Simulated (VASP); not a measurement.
# Ta: molecular dynamics at constant energy

Ta, P6_3/mmc (no. 194), 8 atoms in the cell. PBE, molecular dynamics; PAW potentials Ta (PBE set).

Ensemble: NVE; Starting temperature (K): 1000.

## Input

INCAR:
```
GGA = PE
PREC = Normal
ENCUT = 230
EDIFF = 1E-6
NELMIN = 4
NELM = 60
ALGO = Fast
LREAL = Auto
LASPH = True
ISMEAR = -1
SIGMA = 0.05
ISYM = 0
LWAVE = False
LCHARG = False
IBRION = 0
NSW = 60
POTIM = 4.0
TEBEG = 1000
ISIF = 2
RANDOM_SEED = 882866 0 0
MDALGO = 1
ANDERSEN_PROB = 0.0
KPAR = 2
```

KPOINTS:
```
k-points
0
Gamma
  2 3 3
```

POSCAR:
```
Ta
1.0
    5.8007441452      0.0000000000      0.0000000000
    0.0000000000      5.0235917906      0.0000000000
    0.0000000000      0.0000000000      5.1662740000
Ta
8
Direct
    0.0000000000      0.3333333334      0.2500000000
    0.5000000000      0.3333333334      0.2500000000
    0.2500000000      0.8333333334      0.2500000000
    0.7500000000      0.8333333334      0.2500000000
    0.2500000001      0.1666666666      0.7500000000
    0.7500000001      0.1666666666      0.7500000000
    0.0000000001      0.6666666666      0.7500000000
    0.5000000001      0.6666666666      0.7500000000
```

Commands:
```
cat potpaw_PBE.64/Ta/POTCAR > POTCAR
mpirun -np 2 vasp_std > vasp.out
```

## Result

- Rise of the mean potential energy above the start (meV/atom): 53.7
- Mean temperature (K): 525
- Electronic steps per ionic step after the first: 4.7

Course of the run:

| Time (fs) | Temperature (K) | Potential energy less the first (meV/atom) |
|---|---|---|
| 4 | 1000 | 0.0 |
| 24 | 871 | 14.6 |
| 40 | 618 | 43.2 |
| 60 | 344 | 74.3 |
| 76 | 325 | 76.4 |
| 96 | 489 | 57.8 |
| 112 | 596 | 45.6 |
| 132 | 593 | 46.1 |
| 148 | 506 | 55.9 |
| 168 | 384 | 69.7 |
| 184 | 350 | 73.6 |
| 204 | 405 | 67.3 |
| 220 | 481 | 58.7 |
| 240 | 563 | 49.5 |

The mean temperature lies below the starting 1000 K, since the atoms start on their sites and part of their kinetic energy turns into potential energy.

REPORT:
```
MDALGO =   1
         ANDERSEN_PROB =  0.00000000
               SCALING =       0
                 CNEXP =     9.000   14.000
           RANDOM_SEED =            882866                0                0

   original number of atomic DOF:         21
   number of independent constraints:      0
   number of active DOF:                  21

========================================
         MD step No.       1
========================================

  Atomic velocities initialized by STEP_tb

  >Energies
                    E_tot             E_pot             E_kin               EPS                ES
   e_b>   -0.91741281E+02   -0.92645728E+02    0.90444685E+00    0.00000000E+00    0.00000000E+00

  >Temperature
               T_sim     T_inst
   tmprt>   1000.000    999.582

  >Thermostat, num. of collisions:                0

           RANDOM_SEED =            882866               96                0

[... steps left out ...]

========================================
         MD step No.      60
========================================

  >Energies
                    E_tot             E_pot             E_kin               EPS                ES
   e_b>   -0.91740668E+02   -0.92250090E+02    0.50942211E+00    0.00000000E+00    0.00000000E+00

  >Temperature
               T_sim     T_inst
   tmprt>   1000.000    563.006

  >Thermostat, num. of collisions:                0

           RANDOM_SEED =            882866             2928                0
```

OSZICAR:
```
N       E                     dE             d eps       ncg     rms          rms(c)
DAV:   1     0.999354304783E+01    0.99935E+01   -0.10120E+04   500   0.693E+02
DAV:   2    -0.874759843730E+02   -0.97470E+02   -0.94412E+02   634   0.132E+02
DAV:   3    -0.960487256512E+02   -0.85727E+01   -0.80442E+01   792   0.324E+01
DAV:   4    -0.965990459462E+02   -0.55032E+00   -0.53652E+00   776   0.768E+00
DAV:   5    -0.966308594633E+02   -0.31814E-01   -0.31624E-01   792   0.137E+00    0.385E+01
RMM:   6    -0.939175869930E+02    0.27133E+01   -0.15219E+00   500   0.638E+00    0.197E+01
RMM:   7    -0.926187654499E+02    0.12988E+01   -0.32631E+00   513   0.871E+00    0.154E+00
RMM:   8    -0.926350299816E+02   -0.16265E-01   -0.26757E-01   516   0.235E+00    0.866E-01
RMM:   9    -0.926429834850E+02   -0.79535E-02   -0.12393E-01   574   0.131E+00    0.393E-01
RMM:  10    -0.926449749394E+02   -0.19915E-02   -0.21946E-02   592   0.490E-01    0.197E-01
RMM:  11    -0.926455954139E+02   -0.62047E-03   -0.58864E-03   596   0.254E-01    0.190E-01
RMM:  12    -0.926456424631E+02   -0.47049E-04   -0.19381E-03   592   0.152E-01    0.260E-02
[... left out ...]
     58 T=   533. E= -.91740658E+02 F= -.92223208E+02 E0= -.92188960E+02  EK= 0.48255E+00 SP= 0.00E+00 SK= 0.00E+00
     59 T=   549. E= -.91740663E+02 F= -.92237233E+02 E0= -.92202348E+02  EK= 0.49657E+00 SP= 0.00E+00 SK= 0.00E+00
[... last step whole ...]
       N       E                     dE             d eps       ncg     rms          rms(c)
DAV:   1    -0.922500893500E+02   -0.12856E-01   -0.37415E-02   985   0.502E-01    0.931E-03
RMM:   2    -0.922500849298E+02    0.44202E-05   -0.16185E-04   500   0.675E-02    0.471E-03
RMM:   3    -0.922500899304E+02   -0.50006E-05   -0.51409E-05   629   0.222E-02    0.509E-03
RMM:   4    -0.922500904139E+02   -0.48354E-06   -0.66067E-06   427   0.770E-03
     60 T=   563. E= -.91740668E+02 F= -.92250090E+02 E0= -.92214600E+02  EK= 0.50942E+00 SP= 0.00E+00 SK= 0.00E+00
```

Limits: 240 fs of 8 atoms are too short for converged averages; the cell is only 5.0 Å across, so each atom moves in step with near copies of itself.

VASP 6.6.1 took 189 s on 2 cores (AMD EPYC 9R14 (Zen 4)), a shared host.
